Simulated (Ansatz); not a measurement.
ZrB2:

```xyz
3
Lattice="3.1700 0.0000 0.0000 -1.5850 2.7453 0.0000 0.0000 0.0000 3.5330" Properties=species:S:1:pos:R:3 pbc="T T T"
Zr    0.0000    0.0000    0.0000
B     1.5850    0.9151    1.7665
B     0.0000    1.8302    1.7665
```

| Property | Result |
| --- | --- |
| Program | Ansatz 0.2.0 |
| Task | relaxation of cell and atoms |
| Functional | PBEsol |
| Dispersion | D3(BJ) |
| Potentials or basis | Ansatz PAW |
| Cutoff | 420 eV (not typed: the program's choice for these potentials) |
| k mesh | 10 × 10 × 8 |
| Occupations | fermi-dirac, width 0.05 eV |
| Spin | no spin polarisation |

At the start: volume 10.25 Å³/atom.

Task: How do energy, volume and symmetry change on relaxing?

Result: It ends after 8 steps and the volume is 9.84 Å³/atom (-4.0 %); space group P6/mmm (No. 191, to 0.05 Å).

The path:
| step | energy change (eV) | largest force (eV/Å) | volume (Å³) |
| --- | --- | --- | --- |
| 1 | 0.0000 | 0.0000 | 30.75 |
| 2 | -0.0235 | 0.0000 | 28.94 |
| 3 | -0.0395 | 0.0000 | 29.50 |
| 4 | -0.0406 | 0.0000 | 29.54 |
| 5 | -0.0406 | 0.0000 | 29.52 |
| 6 | -0.0394 | 0.0000 | 29.52 |
| 7 | -0.0394 | 0.0000 | 29.51 |
| 8 | -0.0394 | 0.0000 | 29.51 |

Final structure:
```yaml
crystal:
  lattice:
    - [3.13005, 0.00000, 0.00000]
    - [-1.56503, 2.71071, 0.00000]
    - [0.00000, 0.00000, 3.47835]
  atoms:
    - { symbol: Zr, position: [0.00000, 0.00000, 0.00000] }
    - { symbol: B, position: [0.66667, 0.33333, 0.50000] }
    - { symbol: B, position: [0.33333, 0.66667, 0.50000] }
```

Caveat: the plane-wave basis is chosen anew once the cell has moved, so the energies of steps on either side of that aren't comparable; pairwise dispersion overbinds metals, which lowers pressure and volume; the PAW data sets come from PBE, with cores solved anew for the run's functional, which leaves a small shift of forces and pressure.
